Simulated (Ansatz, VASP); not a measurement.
## Cross-check of Sn32HO64 (interstitial H+ in rutile SnO2) between VASP and Ansatz

One calculation is typed for both programs; each brings its own data sets. How far apart do they land? Of the first pair: The structure shown is the start of the Ansatz relaxation below; VASP solves that cell, so the two are compared at the walk's first step.

Program: Ansatz 0.2.0. Level of theory: plane waves, with VASP 6.6.1 beside it; single point at r2SCAN. Results are calculated unless marked as measured.

## (1) The structure

The cell holds 97 atoms: 32 Sn, 64 O and 1 H. Its edges and angles: a = 11.472 Å, b = 11.472 Å, c = 13.463 Å, α = 54.1°, β = 54.1°, γ = 71.9°. It derives from SnO2 (SnO2 (P4_2/mnm)). Nearest the centre at fractional (0.278, 0.472, 0.699): H97 at 0.02 Å, O44 at 0.99 Å, Sn6 at 2.29 Å, Sn15 at 2.29 Å, Sn29 at 2.29 Å, O42 at 2.31 Å, O89 at 2.32 Å, O63 at 2.48 Å. The cell carries charge +1.

## (2) Ansatz: relaxation, r2SCAN

Ansatz runs on its default PAW (the set named soft_2) files.

The two programs are compared at the cell with which this relaxation starts, whose forces are those of its first step.

input.yaml

```yaml
relax:
  f_tol: 0.01
  max_steps: 80
  random_displacement: { amplitude: 0.02, seed: 40 }
crystal:
  lattice:
    - [0.0, 9.51989758, 6.4015707]
    - [9.51989758, 0.0, 6.4015707]
    - [9.51989758, 9.51989758, 0.0]
  atoms:
    - { symbol: Sn, position: [0.0, 0.0, 0.0] }
    - { symbol: Sn, position: [0.25, 0.25, 0.25] }
    - { symbol: Sn, position: [0.125, 0.125, 0.125] }
    - { symbol: Sn, position: [0.375, 0.375, 0.375] }
[... 1 atom line left out ...]
    - { symbol: O, position: [0.25, 0.25, 0.402954559] }
[... 1 atom line left out ...]
    - { symbol: O, position: [0.277954559, 0.472045441, 0.125] }
    - { symbol: O, position: [0.0, 0.0, 0.347045441] }
    - { symbol: O, position: [0.25, 0.25, 0.097045441] }
[... 1 atom line left out ...]
    - { symbol: O, position: [0.472045441, 0.277954559, 0.125] }
    - { symbol: Sn, position: [0.0, 0.0, 0.5] }
    - { symbol: Sn, position: [0.25, 0.25, 0.75] }
    - { symbol: Sn, position: [0.125, 0.125, 0.625] }
[... 7 atom lines left out ...]
    - { symbol: O, position: [0.222045441, 0.027954559, 0.875] }
    - { symbol: O, position: [0.472045441, 0.277954559, 0.625] }
[... 1 atom line left out ...]
    - { symbol: Sn, position: [0.25, 0.75, 0.25] }
[... 2 atom lines left out ...]
    - { symbol: O, position: [0.0, 0.5, 0.152954559] }
[... 1 atom line left out ...]
    - { symbol: O, position: [0.027954559, 0.722045441, 0.375] }
[... 1 atom line left out ...]
    - { symbol: O, position: [0.0, 0.5, 0.347045441] }
[... 4 atom lines left out ...]
    - { symbol: Sn, position: [0.25, 0.75, 0.75] }
[... 3 atom lines left out ...]
    - { symbol: O, position: [0.25, 0.75, 0.902954559] }
    - { symbol: O, position: [0.027954559, 0.722045441, 0.875] }
    - { symbol: O, position: [0.277954559, 0.972045441, 0.625] }
[... 1 atom line left out ...]
    - { symbol: O, position: [0.25, 0.75, 0.597045441] }
    - { symbol: O, position: [0.222045441, 0.527954559, 0.875] }
    - { symbol: O, position: [0.472045441, 0.777954559, 0.625] }
    - { symbol: Sn, position: [0.5, 0.0, 0.0] }
    - { symbol: Sn, position: [0.75, 0.25, 0.25] }
[... 4 atom lines left out ...]
    - { symbol: O, position: [0.527954559, 0.222045441, 0.375] }
[... 1 atom line left out ...]
    - { symbol: O, position: [0.5, 0.0, 0.347045441] }
[... 1 atom line left out ...]
    - { symbol: O, position: [0.722045441, 0.027954559, 0.375] }
[... 1 atom line left out ...]
    - { symbol: Sn, position: [0.5, 0.0, 0.5] }
    - { symbol: Sn, position: [0.75, 0.25, 0.75] }
    - { symbol: Sn, position: [0.625, 0.125, 0.625] }
    - { symbol: Sn, position: [0.875, 0.375, 0.875] }
[... 7 atom lines left out ...]
    - { symbol: O, position: [0.972045441, 0.277954559, 0.625] }
[... 2 atom lines left out ...]
    - { symbol: Sn, position: [0.625, 0.625, 0.125] }
[... 1 atom line left out ...]
    - { symbol: O, position: [0.5, 0.5, 0.152954559] }
    - { symbol: O, position: [0.75, 0.75, 0.402954559] }
[... 3 atom lines left out ...]
    - { symbol: O, position: [0.75, 0.75, 0.097045441] }
    - { symbol: O, position: [0.722045441, 0.527954559, 0.375] }
[... 1 atom line left out ...]
    - { symbol: Sn, position: [0.5, 0.5, 0.5] }
[... 1 atom line left out ...]
    - { symbol: Sn, position: [0.625, 0.625, 0.625] }
[... 1 atom line left out ...]
    - { symbol: O, position: [0.5, 0.5, 0.652954559] }
[... 3 atom lines left out ...]
    - { symbol: O, position: [0.5, 0.5, 0.847045441] }
[... 2 atom lines left out ...]
    - { symbol: O, position: [0.972045441, 0.777954559, 0.625] }
    - { symbol: H, position: [0.277954559, 0.472045441, 0.698875] }
total_charge: 1
basis:
  ecutwfc: 500
  xc_grid: 2
hamiltonian:
  xc: r2scan
kpoints:
  mp_grid: { grid: [1, 1, 1], shift: [0.25, 0.25, 0.25] }
scf:
  occupations: { method: fermi_dirac, width: 0.01 }
  max_iter: 120
output:
  forces: true
checkpoint:
  write: "../relax.run"
  compress: false
  write_wavefunctions: true
  write_every: 100000
```

Command:

```
$ ansatz run input.yaml --threads 4 --pin off --max-ram 7536MiB --backend cpu --events-out ev --progress --plain --runs-dir out
```

Numbers of over 12 decimals in the logs are rounded to 6 here.

Output:

```text
Engine: ansatz 0.2.0, aarch64-unknown-linux-gnu
Pseudopotentials: kind: paw
Pseudopotential: Sn, paw, valence charge 14, recommended cutoff 500 eV (meta_gga), Sn.paw.azcp
Pseudopotential: O, paw, valence charge 6, recommended cutoff 500 eV (meta_gga), O.paw.azcp
Pseudopotential: H, paw, valence charge 1, recommended cutoff 500 eV (meta_gga), H.paw.azcp
Functional definition: r2SCAN
  parameter k0 = 0.174
  parameter k1 = 0.065
  parameter a1 = 4.9479
  exchange = r2scan_x(k0 = k0, k1 = k1, a1 = a1)
  correlation = r2scan_c
Crystal: 97 atoms, lattice volume = 1160.329 Å³
Basis set: ecut = 500 eV, 29483 PW (Γ), exchange–correlation on 180×180×200 points (8 copies of the dense FFT grid, shifted against one another)
Bands: 513, of which v1, the nominal top of the filled ones, is band 416 counted from 1 (415 counted from 0)
Symmetry: 1 space group operations
k-points: 1
Non-local potential: Sn, projectors of the file, l = 0: 2, l = 1: 2, l = 2: 2, l = 3: 2
Non-local potential: O, projectors of the file, l = 0: 2, l = 1: 2, l = 2: 1
Non-local potential: H, projectors of the file, l = 0: 2, l = 1: 1
PAW form: soft (Blöchl's): semilocal exchange-correlation on the pseudo side does not see the compensation charge
PAW frozen core: Sn, regenerated for the run's functional (the file was generated under x = pbe(κ = 0.804, μ = 0.219515), c = pbe(β = 0.066725))
PAW frozen core: O, regenerated for the run's functional (the file was generated under x = pbe(κ = 0.804, μ = 0.219515), c = pbe(β = 0.066725))
PAW one-centre angular grid: Sn, 590 points (default); XC on 249 of its mesh's 2787 points in the sphere
PAW one-centre angular grid: O, 302 points (default); XC on 160 Gauss nodes
PAW one-centre angular grid: H, 302 points (default); XC on 160 Gauss nodes
Initial density: superposition of atomic densities (neutral atoms scaled as one to the charged cell's electrons: chi_scale 0, normalization atom), corrected by the library's trained network
Initial wavefunctions: pseudopotential atomic-orbital guess
Functional: x = r2scan, c = r2scan; τ floored in thin density (d = 2e-4 eV/Å³)
SCF iter   1: F=—  HF=-229662.318579 eV  |F-HF|=—  |Δ(HF+E_count)|=         —  Δρ=1.23e-2  dr2=1.23e0  dr2_τ=4.39e0  ethr=1.77e-3  ⟨swp⟩=5.0  Hψ=2035  notcnv=0  defer=47
preconditioner: auto → Resta (q_TF=auto, 2.581 Å⁻¹)  ε∞=3.3  [insulator: Δε(μ)=2.245 eV  Ē_g=20.854 eV  σ=0.010 eV  W_gap=1.00  n_scr=352 (ndim 8)  ℏωp=31.4 eV  f_vac=0.027  D(μ)=0.00/eV (n_scr^D=0)  ε∞_Penn≈3.3]
SCF iter   2: F=—  HF=-229663.806967 eV  |F-HF|=—  |Δ(HF+E_count)|=    1.49e0  Δρ=6.70e-3  dr2=2.72e-1  dr2_τ=1.99e-2  ethr=1.47e-4  ⟨swp⟩=2.0  Hψ=846  notcnv=0  defer=91
SCF iter   3: F=—  HF=-229663.788053 eV  |F-HF|=—  |Δ(HF+E_count)|=   1.89e-2  Δρ=1.22e-3  dr2=1.25e-2  dr2_τ=2.19e-3  ethr=3.27e-5  ⟨swp⟩=2.0  Hψ=844  notcnv=0  defer=91
SCF iter   4: F=—  HF=-229663.788188 eV  |F-HF|=—  |Δ(HF+E_count)|=   1.35e-4  Δρ=4.23e-4  dr2=1.44e-3  dr2_τ=2.83e-4  ethr=1.50e-6  ⟨swp⟩=3.0  Hψ=847  notcnv=0  defer=91
SCF iter   5: F=—  HF=-229663.789948 eV  |F-HF|=—  |Δ(HF+E_count)|=   1.76e-3  Δρ=1.27e-4  dr2=1.33e-4  dr2_τ=1.98e-5  ethr=1.73e-7  ⟨swp⟩=3.0  Hψ=876  notcnv=0  defer=91
SCF iter   6: F=—  HF=-229663.790009 eV  |F-HF|=—  |Δ(HF+E_count)|=   6.16e-5  Δρ=5.38e-5  dr2=2.91e-5  dr2_τ=3.87e-6  ethr=1.60e-8  ⟨swp⟩=2.0  Hψ=838  notcnv=0  defer=91
SCF iter   7: F=-229663.790007 eV  HF=-229663.790007 eV  |F-HF|=1.94e-7  |Δ(HF+E_count)|=   2.62e-6  Δρ=1.11e-5  dr2=1.37e-6  dr2_τ=1.72e-7  ethr=3.00e-10  ⟨swp⟩=4.0  Hψ=1932  notcnv=0
SCF 1 converged in 7 iterations: F = -229663.790007 eV  dr2 = 1.37e-6
  greatest PAW one-centre occupation: 0.996 electrons in one spin orbital (limit 2), on the Sn atom at site 38 (counted from 0), in its partial waves of l = 2
relax step   1: F+E_penalty+E_count = -229663.79000697 eV  Δ(F+E_penalty+E_count) = +0.000e0 eV  max|allowed force component| = 3.752e0 eV/Å  Δτ_max = 0.0000 Å  (7 SCF iters, dr2 threshold 2.50e-6 eV, accepted)
Initial density: handed on by an earlier stage of this run
Initial wavefunctions: those handed on with the density
iter 1 solved again at ethr=1.22e-4 eV; its pass at ethr=3.10e-3 eV (dr2=1.02e0 eV) is discarded
SCF iter   1: F=—  HF=-229664.827206 eV  |F-HF|=—  |Δ(HF+E_count)|=         —  Δρ=1.31e-2  dr2=1.03e0  dr2_τ=4.92e0  ethr=1.22e-4  ⟨swp⟩=2.0  Hψ=2116  notcnv=0  defer=91
preconditioner: auto → Resta (q_TF=auto, 2.581 Å⁻¹)  ε∞=3.3  [insulator: Δε(μ)=2.255 eV  Ē_g=20.792 eV  σ=0.010 eV  W_gap=1.00  n_scr=352 (ndim 8)  ℏωp=31.4 eV  f_vac=0.030  D(μ)=0.00/eV (n_scr^D=0)  ε∞_Penn≈3.3]
SCF iter   2: F=—  HF=-229665.101893 eV  |F-HF|=—  |Δ(HF+E_count)|=   2.75e-1  Δρ=6.17e-3  dr2=2.14e-1  dr2_τ=1.85e-2  ethr=1.22e-4  ⟨swp⟩=3.0  Hψ=1038  notcnv=0  defer=91
[...]
--- Relaxed structure (8 steps of the walk, 8 accepted, 0 SCFs on fresh bases) ---
  F+E_penalty+E_count = -229665.23624580 eV   max|allowed force component| = 3.651e-3 eV/Å
  atoms:
    - { symbol: Sn, position: [-0.00169897, -0.000890379, 0.00135631] }
    - { symbol: Sn, position: [0.251370, 0.249052, 0.250627] }
    - { symbol: Sn, position: [0.124746, 0.124883, 0.124960] }
    - { symbol: Sn, position: [0.375132, 0.375041, 0.374574] }
    - { symbol: O, position: [0.000455138, -0.000575156, 0.153007] }
    - { symbol: O, position: [0.250764, 0.248930, 0.404169] }
    - { symbol: O, position: [0.029429, 0.223518, 0.374279] }
    - { symbol: O, position: [0.279342, 0.470849, 0.125445] }
    - { symbol: O, position: [-0.0012373, 0.00197812, 0.346696] }
    - { symbol: O, position: [0.248822, 0.250086, 0.097926] }
    - { symbol: O, position: [0.221204, 0.027426, 0.374923] }
    - { symbol: O, position: [0.472686, 0.277502, 0.124148] }
    - { symbol: Sn, position: [-0.00188328, 0.00432618, 0.498815] }
    - { symbol: Sn, position: [0.251562, 0.238911, 0.754964] }
    - { symbol: Sn, position: [0.124686, 0.125169, 0.625622] }
    - { symbol: Sn, position: [0.378281, 0.371898, 0.878762] }
    - { symbol: O, position: [0.000276241, 0.000283891, 0.652637] }
    - { symbol: O, position: [0.252825, 0.249627, 0.901360] }
    - { symbol: O, position: [0.030147, 0.221556, 0.875416] }
    - { symbol: O, position: [0.274596, 0.475763, 0.643186] }
    - { symbol: O, position: [-0.000754412, 0.000645846, 0.847111] }
    - { symbol: O, position: [0.248471, 0.254400, 0.597727] }
    - { symbol: O, position: [0.220551, 0.022364, 0.877379] }
    - { symbol: O, position: [0.470110, 0.280086, 0.623326] }
    - { symbol: Sn, position: [-0.000358951, 0.500381, -0.00094114] }
    - { symbol: Sn, position: [0.249807, 0.750053, 0.248785] }
    - { symbol: Sn, position: [0.125855, 0.624358, 0.124205] }
    - { symbol: Sn, position: [0.375331, 0.874565, 0.374843] }
    - { symbol: O, position: [0.00371779, 0.498468, 0.150557] }
    - { symbol: O, position: [0.251235, 0.746960, 0.403399] }
    - { symbol: O, position: [0.027913, 0.722283, 0.376429] }
    - { symbol: O, position: [0.278016, 0.971922, 0.125395] }
    - { symbol: O, position: [0.000720015, 0.500369, 0.345653] }
    - { symbol: O, position: [0.249794, 0.749421, 0.096589] }
    - { symbol: O, position: [0.222176, 0.528011, 0.374506] }
    - { symbol: O, position: [0.471604, 0.777508, 0.124836] }
    - { symbol: Sn, position: [0.00014885, 0.500382, 0.498449] }
    - { symbol: Sn, position: [0.249806, 0.750545, 0.748890] }
    - { symbol: Sn, position: [0.113622, 0.636588, 0.621311] }
    - { symbol: Sn, position: [0.375550, 0.872793, 0.875022] }
[...]
- { symbol: Sn, position: [0.500451, -0.00107347, 4.620612622324716e-6] }
    - { symbol: Sn, position: [0.750026, 0.250187, 0.249450] }
    - { symbol: Sn, position: [0.625211, 0.124991, 0.124509] }
    - { symbol: Sn, position: [0.877417, 0.374652, 0.373163] }
[...]
- { symbol: Sn, position: [0.500009, 0.000158522, 0.499481] }
    - { symbol: Sn, position: [0.751266, 0.249754, 0.749185] }
    - { symbol: Sn, position: [0.624799, 0.125404, 0.624611] }
    - { symbol: Sn, position: [0.875645, 0.374863, 0.874537] }
[...]
- { symbol: Sn, position: [0.501144, 0.498830, 0.000849687] }
    - { symbol: Sn, position: [0.751090, 0.751901, 0.248572] }
    - { symbol: Sn, position: [0.624994, 0.625498, 0.125303] }
    - { symbol: Sn, position: [0.874615, 0.875590, 0.375204] }
[...]
- { symbol: Sn, position: [0.511301, 0.498629, 0.495258] }
    - { symbol: Sn, position: [0.745869, 0.752074, 0.751064] }
    - { symbol: Sn, position: [0.625317, 0.625455, 0.624387] }
    - { symbol: Sn, position: [0.874975, 0.875204, 0.874590] }
    - { symbol: O, position: [0.500629, 0.497414, 0.653585] }
    - { symbol: O, position: [0.749945, 0.749973, 0.902958] }
    - { symbol: O, position: [0.526686, 0.720775, 0.876997] }
    - { symbol: O, position: [0.776321, 0.973866, 0.625411] }
    - { symbol: O, position: [0.500090, 0.501298, 0.846680] }
    - { symbol: O, position: [0.748148, 0.751390, 0.597293] }
    - { symbol: O, position: [0.722783, 0.528980, 0.873411] }
    - { symbol: O, position: [0.966121, 0.784069, 0.623132] }
    - { symbol: H, position: [0.266600, 0.483666, 0.715964] }
```

## (3) VASP: single point, r2SCAN, start cell, pair 1

The same cell, functional, mesh and smearing now go to VASP, with its own data sets.

Lines of VASP's logs that name or quote its potential files are left out, and so is its time.

INCAR

```
SYSTEM = Sn32HO64
PREC = Accurate
ENCUT = 580
EDIFF = 1E-06
NELM = 120
ISMEAR = -1
SIGMA = 0.01
LREAL = Auto
ALGO = Normal
METAGGA = R2SCAN
LASPH = .TRUE.
NELECT = 832
NBANDS = 488
LORBIT = 11
LWAVE = .FALSE.
LCHARG = .FALSE.
ISIF = 2
ISYM = 0
GGA_COMPAT = .FALSE.
EFERMI = MIDGAP
LMIXTAU = .TRUE.
NCORE = 2
```

POSCAR

```
Sn32HO64
1.0
    0.0000000000      9.5198975763      6.4015707011
    9.5198975763      0.0000000000      6.4015707011
    9.5198975763      9.5198975763      0.0000000000
Sn O H
32 64 1
Direct
    0.9984218176      0.9988285447      0.0006994964
    0.2516434337      0.2489305894      0.2491722486
    0.1239351163      0.1234412034      0.1270796642
    0.3745058862      0.3748124021      0.3738992246
[... 1 atom line left out ...]
    0.2518731861      0.2502174960      0.7496848584
[... 1 atom line left out ...]
    0.3741554588      0.3742055644      0.8770839484
    0.0001786852      0.5009022447      0.0008055690
    0.2479734432      0.7504980724      0.2510561905
[... 1 atom line left out ...]
    0.3741606379      0.8747722214      0.3768958669
    0.0010389172      0.4991853480      0.5010439006
    0.2515053572      0.7516118932      0.7485249397
    0.1250723753      0.6264403744      0.6253488286
[... 7 atom lines left out ...]
    0.6233358237      0.1239628040      0.6256735175
    0.8760986417      0.3768693210      0.8737744915
[... 1 atom line left out ...]
    0.7512855366      0.7517774536      0.2486272171
[... 2 atom lines left out ...]
    0.4995907136      0.4985377611      0.4998690940
[... 1 atom line left out ...]
    0.6236703987      0.6262843974      0.6257283375
[... 1 atom line left out ...]
    0.9991924308      0.9979692033      0.1542668883
[... 4 atom lines left out ...]
    0.2500545115      0.2484245570      0.0967961740
[... 3 atom lines left out ...]
    0.2497545347      0.2513985650      0.9012687733
    0.0277786058      0.2235180017      0.8754228132
    0.2787798165      0.4739554457      0.6241025866
[... 1 atom line left out ...]
    0.2492442390      0.2505921526      0.5984488097
    0.2232873704      0.0282538645      0.8730262103
    0.4710169833      0.2780221548      0.6267833782
    0.0011395025      0.5017452035      0.1510288363
    0.2497654878      0.7502078467      0.4014989770
[... 4 atom lines left out ...]
    0.2218448127      0.5299300601      0.3735550804
[... 1 atom line left out ...]
    0.0011011676      0.5012970953      0.6527024002
[... 1 atom line left out ...]
    0.0293825674      0.7212853896      0.8756195012
[... 1 atom line left out ...]
    0.9995602086      0.4978845825      0.8484922978
    0.2481603651      0.7505603081      0.5983150235
    0.2234674938      0.5294956812      0.8730514463
    0.4708853898      0.7797033132      0.6248204113
[... 7 atom lines left out ...]
    0.9728925411      0.2770555379      0.1238243003
[... 2 atom lines left out ...]
    0.5270941168      0.2227195186      0.8738242117
[... 1 atom line left out ...]
    0.4992769152      0.0013181964      0.8457062527
    0.7481360773      0.2506131826      0.5982356559
[... 3 atom lines left out ...]
    0.7489549435      0.7493785825      0.4050263796
    0.5298693120      0.7220437535      0.3747226683
[... 1 atom line left out ...]
    0.5001372346      0.5021491260      0.3460169320
[... 1 atom line left out ...]
    0.7216657375      0.5286931781      0.3734548682
[... 1 atom line left out ...]
    0.4992212763      0.5015207758      0.6534555159
[... 3 atom lines left out ...]
    0.5009852645      0.4982351298      0.8470126417
[... 2 atom lines left out ...]
    0.9718006266      0.7759413765      0.6266509196
    0.2760412357      0.4722313717      0.7003948998
```

KPOINTS

```
Points of the shifted mesh
1
Reciprocal
 0.2500000000  0.2500000000  0.2500000000 1
```

Potentials, in the order of the species: Sn_d, O and H (PBE family, release 64).

Command:

```
$ mpirun -np 8 vasp_std
```

Output:

```text
[banner, memory and clock lines left out]
running    8 mpi-ranks, on    1 nodes
[...]
|                                                                             |
|               ----> ADVICE to this user running VASP <----                  |
|                                                                             |
|     You enforced a specific xc type in the INCAR file but a different       |
|     [... a line on the potential file left out ...]
|     I HOPE YOU KNOW WHAT YOU ARE DOING!                                     |
|                                                                             |

 LDA part: xc-table for (None), standard interpolation
 POSCAR, INCAR and KPOINTS ok, starting setup
[...]
entering main loop
       N       E                     dE             d eps       ncg     rms          rms(c)
DAV:   1     0.195439495230E+05    0.19544E+05   -0.32996E+05   976   0.297E+03
DAV:   2     0.360945754986E+04   -0.15934E+05   -0.15296E+05   976   0.939E+02
DAV:   3    -0.100735961909E+04   -0.46168E+04   -0.43589E+04  1024   0.379E+02
DAV:   4    -0.163014437832E+04   -0.62278E+03   -0.60923E+03  1128   0.147E+02
DAV:   5    -0.166211586314E+04   -0.31971E+02   -0.31552E+02  1192   0.324E+01BRMIX: very serious problems
 the old and the new charge density differ
 old charge density:   833.00000 new  832.00000
    0.623E+01
DAV:   6    -0.147162391169E+04    0.19049E+03   -0.25345E+02  1416   0.689E+01    0.278E+01
DAV:   7    -0.136712397796E+04    0.10450E+03   -0.54504E+01  1368   0.222E+01    0.136E+01
DAV:   8    -0.144657580311E+04   -0.79452E+02   -0.20217E+01  1344   0.157E+01    0.677E+00
DAV:   9    -0.135269438309E+04    0.93881E+02   -0.12723E+01  1256   0.861E+00    0.294E+00
[...]
DAV:  23    -0.136335837796E+04    0.55581E-05   -0.51290E-06   792   0.696E-03    0.209E-03
DAV:  24    -0.136335838396E+04   -0.60067E-05   -0.19492E-06   608   0.432E-03    0.125E-03
DAV:  25    -0.136335838412E+04   -0.16013E-06   -0.42479E-07   592   0.221E-03
   1 F= -.13633584E+04 E0= -.13633584E+04  d E =0.000000E+00
```

OUTCAR, selected parts (step 3):

```text
  FREE ENERGIE OF THE ION-ELECTRON SYSTEM (eV)
  ---------------------------------------------------
  free  energy   TOTEN  =     -1363.3583841246 eV

  energy  without entropy=    -1363.3583841246  energy(sigma->0) =    -1363.35838412
```

The cell is charged against a uniform background.

The run ends at a pressure of -0.25 GPa, with forces up to 4.5 eV/Å.

## (4) Side by side

Known differences besides the potentials themselves: VASP keeps PBE cores, Ansatz makes them for the functional; the cutoff is 500 eV in Ansatz and 580 eV in VASP (PREC = Accurate, projectors in real space). Total energies have different zeros and are not compared.

Forces on 8 of the 97 atoms, those with the largest forces and the largest differences (eV/Å; atoms numbered as in POSCAR):

| atom | Ansatz x, y, z | VASP x, y, z |
| --- | --- | --- |
| Sn6 | -2.131, 1.000, -3.596 | -2.170, 0.990, -3.634 |
| Sn15 | 2.067, -3.517, -0.174 | 2.059, -3.557, -0.174 |
| Sn24 | -0.079, -0.225, -1.171 | -0.081, -0.234, -1.213 |
| Sn29 | -1.918, 1.554, 3.752 | -1.946, 1.559, 3.789 |
| O44 | 1.611, 0.908, -0.250 | 1.547, 0.826, -0.250 |
| O50 | 0.542, 1.011, -0.347 | 0.527, 1.011, -0.344 |
| O89 | -0.407, -0.969, -0.765 | -0.423, -1.007, -0.788 |
| H97 | 0.234, -0.090, 0.086 | 0.363, 0.032, 0.081 |

The forces differ by 21 meV/Å r.m.s., which is 3.7 % of the r.m.s. force of 0.562 eV/Å (both taken over all components). The cell carries a charge of +1 e against a uniform background, so its pressure also hangs on how the neutralising background is counted, and in a defect's cell a gap may be the spacing between its levels.

(Continued in part 2 of 2.)

[Lines on the potential files, build, host, timing and source positions are cut from VASP's logs without a mark.]

[Logs are printed without paths, hosts, clocks, repeated set-up lines and the standing remarks that a program may print on its own settings, such as how far it seeks lower states.]

[Hosts, paths, dates, database ids (printed as entryN), source tags and the programs' standing remarks are cut or masked in the printed files.]
